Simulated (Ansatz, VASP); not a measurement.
**HfC in VASP and in Ansatz**

```
Hf C
1.0
     0.00000    2.32556    2.32556
     2.32556    0.00000    2.32556
     2.32556    2.32556    0.00000
Hf C
1 1
Direct
  0.00000 0.00000 0.00000
  0.50000 0.50000 0.50000
```

The cell was relaxed by an earlier calculation.

Alike in both runs: task single point; functional PBE; k mesh 15 × 15 × 15; occupations fermi-dirac, width 0.08 eV; no spin polarisation.

|  | VASP | Ansatz |
| --- | --- | --- |
| version | VASP 6.6.1 | Ansatz 0.2.0 |
| potentials or method | VASP PAW PBE potentials, release 64 (Hf_pv, C), cutoff 520 eV | all-electron LAPW, scalar-relativistic |

|  | VASP | Ansatz | Ansatz less VASP |
| --- | --- | --- | --- |
| pressure (GPa) | -0.6 | 0.1 | +0.70 |

Ansatz ran all-electron here, so the differences hold the error of VASP's frozen core and of both bases.

The runs have no spin-orbit coupling, so splittings on Hf are missing.
